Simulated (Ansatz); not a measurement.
Relaxed NaBr (rock salt):

```
NaBr
1.0
    0.00000     5.94759     5.94759
    2.97379     2.97379     5.94759
    2.97379     2.97379     0.00000
Br Na
2 2
Cartesian
  0.00000   0.00000   0.00000
  2.97379   5.94759   8.92138
  2.97379   8.92138   8.92138
  2.97379   5.94759   5.94759
```

A phonon eigenvector at X = (0.5, 0.5, 0.0) is frozen into this cell: atom i moves by Q times the vector below, so Q is the largest atomic displacement, in Å. The cell is held. (q is in reciprocal vectors of the primitive cell; the cell shown is doubled to hold the pattern.)

```csv
atom,x,y,z
Br1,0.000,0.000,-1.000
Br2,0.000,0.000,1.000
Na3,0.000,0.000,-0.832
Na4,0.000,0.000,0.832
```

The numbers are results of r2SCAN (plane waves to 500 eV, PAW, scalar-relativistic; Ansatz, an electronic-structure program), not measurements. k mesh 10×10×10 (Γ-centred), Fermi-Dirac smearing 0.05 eV. NaBr was relaxed with its symmetry unable to fall.

At one point of the scan the forces (eV/Å) are:

```csv
atom,Fx,Fy,Fz
Br1,0.000,0.000,-0.363
Br2,0.000,0.000,0.363
Na3,0.000,0.000,-0.089
Na4,0.000,0.000,0.089
```

Q: Which point is it?
(A) Q = -0.140 Å
(B) Q = -0.047 Å
(C) Q = -0.187 Å
(D) Q = -0.233 Å

A: A, Q = -0.140 Å

(A displaced cell: forces are minus the slopes of the energy, force constants its curvatures, and phonons follow from these.)
